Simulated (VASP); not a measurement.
## GaSb: band structure with BLYP

**What was measured.**

A printed reference work, data compilation reports, for a bulk crystal of GaSb at 4.2 K: band gap 0.811 eV (direct).

Crystal: GaSb.

```
CELL_PARAMETERS angstrom
0.00000 3.05900 3.05900
3.05900 0.00000 3.05900
3.05900 3.05900 0.00000
ATOMIC_POSITIONS crystal
Sb 0.75000 0.75000 0.75000
Ga 0.00000 0.00000 0.00000
```

```yaml
Program: VASP 6.6.1
Task: band structure
Functional: BLYP
Potentials_or_basis: VASP PAW PBE potentials, release 64 (Sb, Ga_d)
Cutoff: 520 eV
k_mesh: 8 × 8 × 8
Occupations: fermi-dirac, width 0.05 eV
Spin: no spin polarisation
Further_INCAR_settings: ALGO = Normal; EDIFF = 1e-06; NBANDS = 16
```

```json
{"Band gap along the path": "none (metal or under the smearing width)"}
```

Levels at the corners of the path, in eV from the Fermi level:
| point | band 7 | band 8 | band 9 | band 10 | band 11 | band 12 |
| --- | --- | --- | --- | --- | --- | --- |
| Γ | -0.16 | -0.04 | -0.04 | -0.04 | 2.76 | 2.76 |
| X | -6.89 | -2.59 | -2.59 | 0.94 | 1.36 | 8.57 |
| X | -6.89 | -2.59 | -2.59 | 0.94 | 1.36 | 8.57 |
| W | -6.77 | -3.33 | -3.11 | 3.60 | 4.40 | 4.43 |
| W | -6.77 | -3.33 | -3.11 | 3.60 | 4.40 | 4.43 |
| K | -6.72 | -3.59 | -2.21 | 1.46 | 3.89 | 6.57 |
| K | -6.72 | -3.59 | -2.21 | 1.46 | 3.89 | 6.57 |
| Γ | -0.16 | -0.04 | -0.04 | -0.04 | 2.76 | 2.76 |
| Γ | -0.16 | -0.04 | -0.04 | -0.04 | 2.76 | 2.76 |
| L | -6.40 | -1.19 | -1.19 | 0.35 | 3.77 | 3.77 |
| L | -6.40 | -1.19 | -1.19 | 0.35 | 3.77 | 3.77 |
| U | -6.72 | -3.59 | -2.21 | 1.46 | 3.89 | 6.57 |
| U | -6.72 | -3.59 | -2.21 | 1.46 | 3.89 | 6.57 |
| W | -6.77 | -3.33 | -3.11 | 3.60 | 4.40 | 4.43 |
| W | -6.77 | -3.33 | -3.11 | 3.60 | 4.40 | 4.43 |
| L | -6.40 | -1.19 | -1.19 | 0.35 | 3.77 | 3.77 |
| L | -6.40 | -1.19 | -1.19 | 0.35 | 3.77 | 3.77 |
| K | -6.72 | -3.59 | -2.21 | 1.46 | 3.89 | 6.57 |
| U | -6.72 | -3.59 | -2.21 | 1.46 | 3.89 | 6.57 |
| X | -6.89 | -2.59 | -2.59 | 0.94 | 1.36 | 8.57 |

Run time: 52 s on 1 thread of Intel(R) Xeon(R) 6975P-C (Granite Rapids), on a shared host, peak memory 0.24 GiB.

Measured gap of GaSb: 0.811 eV (direct; 4.2 K; a printed reference work, data compilation). This calculation gives 0.00 eV (-0.81 eV). Spin-orbit coupling on Ga, Sb is left out. The value is that of BLYP, without temperature or zero-point motion. Semilocal functionals fall short of measured gaps as a rule.

Caveat: the log is that of the step along the path at fixed density, whose energy, stress, charges and moments have no meaning; spin-orbit coupling is left out, which moves the levels of the heavy elements; this crystal is a semiconductor, whose small gap the functional closes, so the metal is an error of the method.
